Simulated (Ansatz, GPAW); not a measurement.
**One calculation of Cu, 3 ways**

```
Cu
1.0
    -1.44279    1.44279    1.37608
     1.44279   -1.44279    1.37608
     1.44279    1.44279   -1.37608
Cu
1
Direct
  0.00000 0.00000 0.00000
```

This isn't the form of Cu at room conditions, which is fcc.

Alike in all runs: task band structure; functional PBEsol; k mesh 13 × 13 × 13; occupations fermi-dirac, width 0.05 eV; no spin polarisation; no spin-orbit coupling. Pressure is positive in compression and, in plane waves, holds the error of the finite cutoff, which Ansatz's Pulay term estimates and takes out.

```json
{"program and potentials": "Ansatz, PAW datasets made for the crystal", "plane-wave cutoff (eV)": "320", "notes": "-", "band gap (eV)": "no gap", "pressure (GPa)": "-1.38"}
{"program and potentials": "Ansatz, all-electron LAPW, scalar-relativistic", "plane-wave cutoff (eV)": "-", "notes": "-", "band gap (eV)": "no gap", "pressure (GPa)": "-1.38"}
{"program and potentials": "GPAW, PAW data sets generated for this functional", "plane-wave cutoff (eV)": "600", "notes": "this data set often lies off other programs", "band gap (eV)": "no gap", "pressure (GPa)": "0.65"}
```

None finds a gap. The pressure spans -1.38 (Ansatz, PAW datasets made for the crystal) to 0.65 GPa (GPAW, PAW data sets generated for this functional), with all-electron results at -1.38.

Differences between rows come from potentials, basis sets and numerical settings, since the functional is the same but for its coding. Runs on potential files found faulty are left out.
